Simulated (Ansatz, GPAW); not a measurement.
Given: the input of a run of GPAW 26.7.0 (ASE script) on CdTe. 

run.py

```python
from ase import Atoms
from ase.dft.bandgap import bandgap
from ase.io import write
from ase.units import GPa
from gpaw import GPAW, PW

atoms = Atoms(['Te', 'Cd'],
              cell=[[0.0, 3.205, 3.205],
                    [3.205, 0.0, 3.205],
                    [3.205, 3.205, 0.0]],
              scaled_positions=[[0.75, 0.75, 0.75],
                                [0.0, 0.0, 0.0]],
              pbc=True)

calc = GPAW(mode=PW(600),
            xc='PBE',
            kpts={'size': (7, 7, 7), 'gamma': True},
            occupations={'name': 'methfessel-paxton', 'order': 0, 'width': 0.020999999999999998},
            nbands=18,
            convergence={'density': 1e-05, 'energy': 1e-05},
            maxiter=150,
            txt='gpaw.txt')
atoms.calc = calc
energy = atoms.get_potential_energy()
forces = atoms.get_forces()
stress = atoms.get_stress()
calc.write('gs.gpw')
write('result.traj', atoms)
print(f'Energy: {energy:.6f} eV')
print('Forces (eV/A):')
print(forces.round(4))
print('Stress (GPa):', (stress / GPa).round(3))
print('Fermi level:', round(calc.get_fermi_level(), 4), 'eV')
print(f'Gap: {bandgap(calc)[0]:.4f} eV, direct: {bandgap(calc, direct=True)[0]:.4f} eV')
```

Potentials or basis: GPAW PAW data sets (gpaw-data 1.2.1), pw.

Run with:

```sh
$ OMP_NUM_THREADS=1 python run.py
```

**Question.** What does the same run look like in Ansatz 0.2.0? Potentials or basis there: all-electron LAPW, scalar-relativistic.

**Answer.** As run (cutoffs and basis follow the program's own potentials, and thresholds, step limits or extra output files can differ):

File input.yaml:

```yaml
crystal:
  lattice:
    - [0.0, 3.205, 3.205]
    - [3.205, 0.0, 3.205]
    - [3.205, 3.205, 0.0]
  atoms:
    - { symbol: Te, position: [0.75, 0.75, 0.75] }
    - { symbol: Cd, position: [0.0, 0.0, 0.0] }
kpoints:
  mp_grid: { grid: [7, 7, 7] }
scf:
  occupations: { method: gaussian, width: 0.021 }
hamiltonian:
  xc: pbe
  pseudopotentials: { kind: all_electron, lapw: { basis_error: 0.001 } }
output:
  forces: true
  stress: true
  eigenvalues: true
```

Potentials or basis: all-electron LAPW, scalar-relativistic.

Command:

```sh
$ ansatz run input.yaml --threads 1 --pin off --max-ram 3072MiB --backend cpu --events-out ev --progress --plain --runs-dir out
```

Both were run:

|  | GPAW | Ansatz |
| --- | --- | --- |
| Pressure | 3.8 GPa | 4.3 GPa |

Where Ansatz's input types no cutoff or centring, it takes its own default and a Γ-centred mesh.

Pressure is positive in compression.
